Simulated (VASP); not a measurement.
# Zr16Si31 (a cell with a defect) in VASP: relaxation of the atoms with PBE

Aim: the relaxation of the atoms of Zr16Si31 (a cell with a defect) with PBE.

Program: VASP 6.6.1. These are calculated values, not measurements. Logs are shortened: lines on timing, memory, paths and dates and some standing lists are left out, and cuts for length are marked.

## (1) Starting point

The cell holds a defect, 47 atoms: a = 7.412 Å, b = 14.735 Å, c = 7.344 Å, α = 90.00°, β = 90.00°, γ = 90.00°.

## (2) Relaxation of the atoms, PBE

INCAR

```
SYSTEM = Zr16Si31
  PREC = Accurate
  ENCUT = 520
  EDIFF = 1E-7
  ISMEAR = 1
  SIGMA = 0.1
  LREAL = .FALSE.
  LASPH = .TRUE.
  NELM = 60
  ALGO = Fast
  ISIF = 2
  LWAVE = .FALSE.
  LCHARG = .FALSE.
  GGA = PE
  IBRION = 2
  NSW = 40
  EDIFFG = -0.01
```

KPOINTS

```
regular mesh
0
G
  3 2 3
  0 0 0
```

POSCAR

```
Zr16Si31
1.0
    7.4120000000      0.0000000000      0.0000000000
    0.0000000000     14.7350000000      0.0000000000
    0.0000000000      0.0000000000      7.3440000000
Zr Si
16 31
Direct
    0.2500000000      0.6054000000      0.1250000000
    0.2500000000      0.6054000000      0.6250000000
    0.5000000000      0.1054000000      0.1250000000
    0.5000000000      0.1054000000      0.6250000000
    0.7500000000      0.6054000000      0.1250000000
    0.7500000000      0.6054000000      0.6250000000
    0.0000000000      0.1054000000      0.1250000000
    0.0000000000      0.1054000000      0.6250000000
    0.2500000000      0.3946000000      0.3750000000
    0.2500000000      0.3946000000      0.8750000000
    0.5000000000      0.8946000000      0.3750000000
    0.5000000000      0.8946000000      0.8750000000
    0.7500000000      0.3946000000      0.3750000000
    0.7500000000      0.3946000000      0.8750000000
    0.0000000000      0.8946000000      0.3750000000
    0.0000000000      0.8946000000      0.8750000000
    0.2500000000      0.9478000000      0.1250000000
    0.2500000000      0.9478000000      0.6250000000
    0.5000000000      0.4478000000      0.1250000000
    0.5000000000      0.4478000000      0.6250000000
    0.7500000000      0.9478000000      0.1250000000
    0.7500000000      0.9478000000      0.6250000000
    0.0000000000      0.4478000000      0.1250000000
    0.0000000000      0.4478000000      0.6250000000
    0.2500000000      0.0522000000      0.3750000000
    0.2500000000      0.0522000000      0.8750000000
    0.5000000000      0.5522000000      0.3750000000
    0.5000000000      0.5522000000      0.8750000000
    0.7500000000      0.0522000000      0.3750000000
    0.7500000000      0.0522000000      0.8750000000
    0.0000000000      0.5522000000      0.3750000000
    0.0000000000      0.5522000000      0.8750000000
    0.2500000000      0.2504000000      0.1250000000
    0.2500000000      0.2504000000      0.6250000000
    0.5000000000      0.7504000000      0.1250000000
    0.5000000000      0.7504000000      0.6250000000
    0.7500000000      0.2504000000      0.1250000000
    0.7500000000      0.2504000000      0.6250000000
    0.0000000000      0.7504000000      0.1250000000
    0.0000000000      0.7504000000      0.6250000000
    0.2500000000      0.7496000000      0.3750000000
    0.2500000000      0.7496000000      0.8750000000
    0.5000000000      0.2496000000      0.3750000000
    0.5000000000      0.2496000000      0.8750000000
    0.7500000000      0.7496000000      0.3750000000
    0.7500000000      0.7496000000      0.8750000000
    0.0000000000      0.2496000000      0.3750000000
```

Potentials or basis: VASP PAW PBE potentials, release 64 (Zr_sv, Si).

The run is started by

```bash
> cat potpaw_PBE.64/Zr_sv/POTCAR potpaw_PBE.64/Si/POTCAR > POTCAR
> mpirun -np 8 vasp_std > vasp.out
```

OUTCAR:

```text
SYSTEM = Zr16Si31
   PREC = Accurate
   ENCUT = 520
   EDIFF = 1E-7
   ISMEAR = 1
   LREAL = .FALSE.
   LASPH = .TRUE.
   NELM = 60
   ISIF = 2
   GGA = PE
   IBRION = 2
   NSW = 40
   EDIFFG = -0.01

 ion  position               nearest neighbor table
   1  0.250  0.605  0.125-  27 2.72  28 2.72  31 2.72  32 2.72  41 2.81  42 2.81  35 2.83  39 2.83
                            19 2.97  23 2.97   9 3.61  10 3.61   2 3.67   2 3.67   5 3.71   5 3.71
   2  0.250  0.605  0.625-  27 2.72  28 2.72  31 2.72  32 2.72  41 2.81  42 2.81  36 2.83  40 2.83
                            20 2.97  24 2.97   9 3.61  10 3.61   1 3.67   1 3.67   6 3.71   6 3.71
   3  0.500  0.105  0.125-  25 2.72  26 2.72  29 2.72  30 2.72  43 2.81  44 2.81  33 2.83  37 2.83
                            17 2.97  21 2.97  11 3.61  12 3.61   4 3.67   4 3.67   7 3.71   7 3.71
   4  0.500  0.105  0.625-  25 2.72  26 2.72  29 2.72  30 2.72  43 2.81  44 2.81  34 2.83  38 2.83
                            18 2.97  22 2.97  11 3.61  12 3.61   3 3.67   3 3.67   8 3.71   8 3.71
   5  0.750  0.605  0.125-  27 2.72  28 2.72  31 2.72  32 2.72  45 2.81  46 2.81  35 2.83  39 2.83
                            19 2.97  23 2.97  13 3.61  14 3.61   6 3.67   6 3.67   1 3.71   1 3.71
   6  0.750  0.605  0.625-  27 2.72  28 2.72  31 2.72  32 2.72  45 2.81  46 2.81  36 2.83  40 2.83
                            20 2.97  24 2.97  13 3.61  14 3.61   5 3.67   5 3.67   2 3.71   2 3.71
   7  0.000  0.105  0.125-  25 2.72  26 2.72  29 2.72  30 2.72  47 2.81  37 2.83  33 2.83  21 2.97
                            17 2.97  16 3.61  15 3.61   8 3.67   8 3.67   3 3.71   3 3.71
   8  0.000  0.105  0.625-  25 2.72  26 2.72  29 2.72  30 2.72  47 2.81  38 2.83  34 2.83  22 2.97
                            18 2.97  16 3.61  15 3.61   7 3.67   7 3.67   4 3.71   4 3.71
   9  0.250  0.395  0.375-  19 2.72  20 2.72  23 2.72  24 2.72  33 2.81  34 2.81  43 2.83  47 2.83
[... 69 lines left out ...]
  46  0.750  0.750  0.875-  35 2.61  36 2.61  39 2.61  40 2.61   5 2.81   6 2.81  12 2.83  16 2.83

  47  0.000  0.250  0.375-  33 2.61  34 2.61  37 2.61  38 2.61   7 2.81   8 2.81   9 2.83  13 2.83

  LATTYP: Found a simple orthorhombic cell.
 ALAT       =     7.3440000000
 B/A-ratio  =     1.0092592593
 C/A-ratio  =     2.0063997821

  Lattice vectors:

 A1 = (   0.0000000000,   0.0000000000,   7.3440000000)
 A2 = (   7.4120000000,   0.0000000000,   0.0000000000)
 A3 = (   0.0000000000,  14.7350000000,   0.0000000000)

Analysis of symmetry for initial positions (statically):
=====================================================================
 Subroutine PRICEL returns:
 Original cell was already a primitive cell.

 Routine SETGRP: Setting up the symmetry group for a
 simple orthorhombic supercell.

 Subroutine GETGRP returns: Found  4 space group operations
 (whereof  2 operations were pure point group operations)
 out of a pool of  8 trial point group operations.

The static configuration has the point symmetry C_1h.
 The point group associated with its full space group is C_2v.

Analysis of symmetry for dynamics (positions and initial velocities):
=====================================================================
 Subroutine PRICEL returns:
 Original cell was already a primitive cell.

 Routine SETGRP: Setting up the symmetry group for a
 simple orthorhombic supercell.

 Subroutine GETGRP returns: Found  4 space group operations
 (whereof  2 operations were pure point group operations)
 out of a pool of  8 trial point group operations.

The dynamic configuration has the point symmetry C_1h.
 The point group associated with its full space group is C_2v.

 Subroutine INISYM returns: Found  4 space group operations
 (whereof  2 operations are pure point group operations),
 and found     1 'primitive' translations

----------------------------------------------------------------------------------------

                                     Primitive cell

  volume of cell :     802.0810

  direct lattice vectors                    reciprocal lattice vectors
     7.412000000  0.000000000  0.000000000     0.134916352  0.000000000  0.000000000
     0.000000000 14.735000000  0.000000000     0.000000000  0.067865626  0.000000000
     0.000000000  0.000000000  7.344000000     0.000000000  0.000000000  0.136165577

  length of vectors
     7.412000000 14.735000000  7.344000000     0.134916352  0.067865626  0.136165577

  position of ions in fractional coordinates (direct lattice)
     0.250000000  0.605400000  0.125000000
     0.250000000  0.605400000  0.625000000
     0.500000000  0.105400000  0.125000000
     0.500000000  0.105400000  0.625000000
[... 126 lines left out ...]
  0.000000  0.000000  0.333333      2.000000
  0.333333  0.000000  0.333333      4.000000
  0.000000  0.500000  0.333333      2.000000
  0.333333  0.500000  0.333333      4.000000
   k-points           NKPTS =      8   k-points in BZ     NKDIM =      8   number of bands    NBANDS=    192
   number of dos      NEDOS =    301   number of ions     NIONS =     47
   total plane-waves  NPLWV = 351232
   dimension x,y,z NGX =    56 NGY =  112 NGZ =   56
   dimension x,y,z NGXF=   112 NGYF=  224 NGZF=  112
   ions per type =              16  31
   NGX,Y,Z   is equivalent  to a cutoff of  12.56, 12.64, 12.68 a.u.
   NGXF,Y,Z  is equivalent  to a cutoff of  25.12, 25.27, 25.35 a.u.
 SYSTEM =  Zr16Si31
   PREC   = accura    normal or accurate (medium, high low for compatibility)
   ISTART =      0    job   : 0-new  1-cont  2-samecut
   ICHARG =      2    charge: 1-file 2-atom 10-const
   ISPIN  =      1    spin polarized calculation?
   LNONCOLLINEAR =      F non collinear calculations
   LSORBIT =      F    spin-orbit coupling
   LASPH  =      T    aspherical Exc in radial PAW
   ENCUT  =  520.0 eV  38.22 Ry    6.18 a.u.  13.78 27.40 13.65*2*pi/ulx,y,z
   NELM   =     60;   NELMIN=  2; NELMDL= -5     # of ELM steps
   EDIFF  = 0.1E-06   stopping-criterion for ELM
   LREAL  =      F    real-space projection
   EDIFFG = -.1E-01   stopping-criterion for IOM
   NSW    =     40    number of steps for IOM
   IBRION =      2    ionic relax: 0-MD 1-quasi-New 2-CG
   NFREE  =      1    steps in history (QN), initial steepest desc. (CG)
   ISIF   =      2    stress and relaxation
   ISYM   =      2    0-nonsym 1-usesym 2-fastsym
   POTIM  = 0.5000    time-step for ionic-motion
   TEBEG  =    0.0;   TEEND  =   0.0 temperature during run
   PSTRESS=    0.0 pullay stress
   NELECT =     316.0000    total number of electrons
   NUPDOWN=      -1.0000    fix difference up-down
   EMIN   =  10.00;   EMAX   =-10.00  energy-range for DOS
   EFERMI =   0.00;   METHOD = LEGACY
   ISMEAR =     1;   SIGMA  =   0.10  broadening in eV -4-tet -1-fermi 0-gaus
   EFERMI_NEDOS =   21; number of points for ismear=-14 and -15
   IALGO  =     68    algorithm
   IMIX   =      4    mixing-type and parameters
     AMIX     =   0.40;   BMIX     =  1.00
     AMIX_MAG =   1.60;   BMIX_MAG =  1.00
  volume/ion in A,a.u.               =      17.07       115.16
  Fermi-wavevector in a.u.,A,eV,Ry     =   1.200138  2.267932 19.596890  1.440331
  Thomas-Fermi vector in A             =   2.335982
   LORBIT       =      0    0 simple, 1 ext, 2 COOP (PROOUT), +10 PAW based schemes
   GGA     = PE    functional components
   LHFCALC =     F    Hartree Fock is set to
   AEXX    =    0.0000 exact exchange contribution
   IVDW    =     0    specifies the selected vdW correction
   LEPSILON=     F    determine dielectric tensor
   LRPA    =     F    only Hartree local field effects (RPA)
 conjugate gradient relaxation of ions
 non-spin polarized calculation
 RMM-DIIS sequential band-by-band and
 Methfessel and Paxton  Order N= 1 SIGMA  =   0.10
  energy-cutoff  :      520.00
  volume of cell :      802.08
 maximum number of plane-waves:     21667
 NGX is ok and might be reduce to    56
   NGX = 27   NGY = 55   NGZ = 27

--------------------------------------- Ionic step        1  -------------------------------------------

 number of electron     315.9999997 magnetization

 Free energy of the ion-electron system (eV)
  ---------------------------------------------------
  ext. energy  EPLUGINS =         0.00000000
  ---------------------------------------------------
  free energy    TOTEN  =      -334.65288628 eV

  energy without entropy =     -334.65098952  energy(sigma->0) =     -334.65225403

------------------------ aborting loop because EDIFF is reached ----------------------------------------

  FORCE on cell =-STRESS in cart. coord.  units (eV):
  Direction    XX          YY          ZZ          XY          YZ          ZX
  --------------------------------------------------------------------------------------
  -------------------------------------------------------------------------------------
  Total        1.4239729      2.9155881      2.7067494      0.0000000      0.0000000      0.0000000
  in kB        2.8444224      5.8239620      5.4068013      0.0000000      0.0000000      0.0000000
  external PRESSURE =       4.6917286 kB  Pullay stress =       0.0000000 kB
[... 224 lines left out ...]
  FREE ENERGIE OF THE ION-ELECTRON SYSTEM (eV)
  ---------------------------------------------------
  free  energy   TOTEN  =      -334.7953828981 eV

  energy  without entropy=     -334.7963239846  energy(sigma->0) =     -334.79569659

[... ionic steps 4 to 11 ...]

--------------------------------------- Ionic step       12  -------------------------------------------

 number of electron     315.9999995 magnetization

------------------------ aborting loop because EDIFF is reached ----------------------------------------
[... 157 lines left out ...]
--------------------------------------- Ionic step       14  -------------------------------------------

 number of electron     315.9999995 magnetization

 Free energy of the ion-electron system (eV)
  ---------------------------------------------------
  ext. energy  EPLUGINS =         0.00000000
  ---------------------------------------------------
  free energy    TOTEN  =      -334.84265489 eV

  energy without entropy =     -334.84607235  energy(sigma->0) =     -334.84379404

 E-fermi :   9.6192     XC(G=0): -11.1780

 val. band max:        9.5655353207   @ k =   0.0000   0.5000   0.3333
 cond. band min:       9.6396545940   @ k =   0.3333   0.0000   0.0000
 fundamental gap:      0.0741192733
 Fermi energy:         9.6191748209

 k-point     1 :       0.0000    0.0000    0.0000
  band No.  band energies     occupation
      1     -39.0533      2.00000
      2     -39.0488      2.00000
      3     -39.0398      2.00000
      4     -39.0383      2.00000
      5     -39.0298      2.00000
      6     -39.0292      2.00000
[... 1373 lines left out ...]
    169      10.8651     -0.00000
    170      10.8733     -0.00000
 [bands above 170 left out]

------------------------ aborting loop because EDIFF is reached ----------------------------------------

  FORCE on cell =-STRESS in cart. coord.  units (eV):
  Direction    XX          YY          ZZ          XY          YZ          ZX
  --------------------------------------------------------------------------------------
  -------------------------------------------------------------------------------------
  Total        3.9408298     -1.4439735      1.4631531      0.0000000      0.0000000      0.0000000
  in kB        7.8719085     -2.8843740      2.9226858      0.0000000      0.0000000      0.0000000
  external PRESSURE =       2.6367401 kB  Pullay stress =       0.0000000 kB
[... 62 lines left out ...]
  FREE ENERGIE OF THE ION-ELECTRON SYSTEM (eV)
  ---------------------------------------------------
  free  energy   TOTEN  =      -334.8426548865 eV

  energy  without entropy=     -334.8460723452  energy(sigma->0) =     -334.84379404

 reached required accuracy - stopping structural energy minimisation
```

It took 2.5 h on 8 MPI ranks of AMD EPYC 7R13 (Zen 3), shared host; peak memory 0.41 GiB.

Results:

| Item | Value |
| --- | --- |
| Free energy | -334.8427 eV |
| Energy gained by relaxing | 4.0 meV/atom |
| Ionic steps | 14 |
| Pressure after relaxing | 0.3 GPa |
| Largest force after relaxing | 0.007 eV/Å |
| Band gap on the k mesh | none (metal or under the smearing width) |

Forces on the atoms (eV/Å):
```
Zr   0.000  0.002 -0.001
Zr   0.000  0.002  0.001
Zr   0.000 -0.004 -0.003
Zr   0.000 -0.004  0.003
Zr   0.000  0.002 -0.001
Zr   0.000  0.002  0.001
Zr   0.000 -0.001  0.002
Zr   0.000 -0.001 -0.002
Zr   0.001  0.002  0.000
Zr   0.004 -0.002  0.000
Zr   0.000 -0.001  0.000
Zr   0.000 -0.002  0.000
Zr  -0.001  0.002  0.000
Zr  -0.004 -0.002  0.000
Zr   0.000  0.001  0.000
Zr   0.000  0.002  0.000
Si   0.000  0.001  0.001
Si   0.000  0.001 -0.001
Si   0.000  0.006 -0.002
Si   0.000  0.006  0.002
Si   0.000  0.001  0.001
Si   0.000  0.001 -0.001
Si   0.000 -0.004 -0.001
Si   0.000 -0.004  0.001
Si   0.000  0.000  0.000
Si  -0.002 -0.005  0.000
Si   0.000  0.004  0.000
Si   0.000  0.005  0.000
Si   0.000  0.000  0.000
Si   0.002 -0.005  0.000
Si   0.000 -0.004  0.000
Si   0.000 -0.007  0.000
Si   0.001  0.002 -0.001
Si   0.001  0.002  0.001
Si   0.000 -0.001  0.000
Si   0.000 -0.001  0.000
Si  -0.001  0.002 -0.001
Si  -0.001  0.002  0.001
Si   0.000 -0.002 -0.001
Si   0.000 -0.002  0.001
Si   0.001  0.000  0.000
Si   0.000  0.000  0.000
Si   0.000  0.004  0.000
Si   0.000 -0.003  0.000
Si  -0.001  0.000  0.000
Si   0.000  0.000  0.000
Si   0.000  0.004  0.000
```

The path:
```tsv
step	energy change (eV)	largest force (eV/Å)	pressure (GPa)
1	0.0000	0.5898	0.47
2	-0.1156	0.3712	0.36
3	-0.1425	0.2657	0.30
4	-0.1646	0.1423	0.26
5	-0.1683	0.1700	0.25
6	-0.1790	0.1248	0.25
7	-0.1827	0.1322	0.27
8	-0.1877	0.0424	0.27
9	-0.1881	0.0513	0.27
10	-0.1891	0.0244	0.27
11	-0.1892	0.0256	0.27
12	-0.1897	0.0117	0.26
13	-0.1897	0.0126	0.26
14	-0.1898	0.0071	0.26
```

Final structure:
```xyz
47
Lattice="7.4120 0.0000 0.0000 0.0000 14.7350 0.0000 0.0000 0.0000 7.3440" Properties=species:S:1:pos:R:3 pbc="T T T"
Zr    1.8480    8.9047    0.9187
Zr    1.8480    8.9047    4.5893
Zr    3.7060    1.5290    0.9150
Zr    3.7060    1.5290    4.5930
Zr    5.5640    8.9047    0.9187
Zr    5.5640    8.9047    4.5893
Zr    0.0000    1.5475    0.9660
Zr    0.0000    1.5475    4.5420
Zr    1.8554    5.8268    2.7540
Zr    1.9030    5.8196    6.4260
Zr    3.7060   13.1859    2.7540
Zr    3.7060   13.1876    6.4260
Zr    5.5566    5.8268    2.7540
Zr    5.5090    5.8196    6.4260
Zr    0.0000   13.1871    2.7540
Zr    0.0000   13.1910    6.4260
Si    1.8475   13.9849    0.9022
Si    1.8475   13.9849    4.6058
Si    3.7060    6.5683    0.9266
Si    3.7060    6.5683    4.5814
Si    5.5645   13.9849    0.9022
Si    5.5645   13.9849    4.6058
Si    0.0000    6.5046    0.8983
Si    0.0000    6.5046    4.6097
Si    1.8596    0.8010    2.7540
Si    1.8180    0.8834    6.4260
Si    3.7060    8.1539    2.7540
Si    3.7060    8.1158    6.4260
Si    5.5524    0.8010    2.7540
Si    5.5940    0.8834    6.4260
Si    0.0000    8.1019    2.7540
Si    0.0000    8.1111    6.4260
Si    1.8486    3.6808    0.9074
Si    1.8486    3.6808    4.6006
Si    3.7060   11.0552    0.9136
Si    3.7060   11.0552    4.5944
Si    5.5634    3.6808    0.9074
Si    5.5634    3.6808    4.6006
Si    0.0000   11.0536    0.9150
Si    0.0000   11.0536    4.5930
Si    1.8515   11.0532    2.7540
Si    1.8508   11.0529    6.4260
Si    3.7060    3.6798    2.7540
Si    3.7060    3.6740    6.4260
Si    5.5605   11.0532    2.7540
Si    5.5612   11.0529    6.4260
Si    0.0000    3.7022    2.7540
```
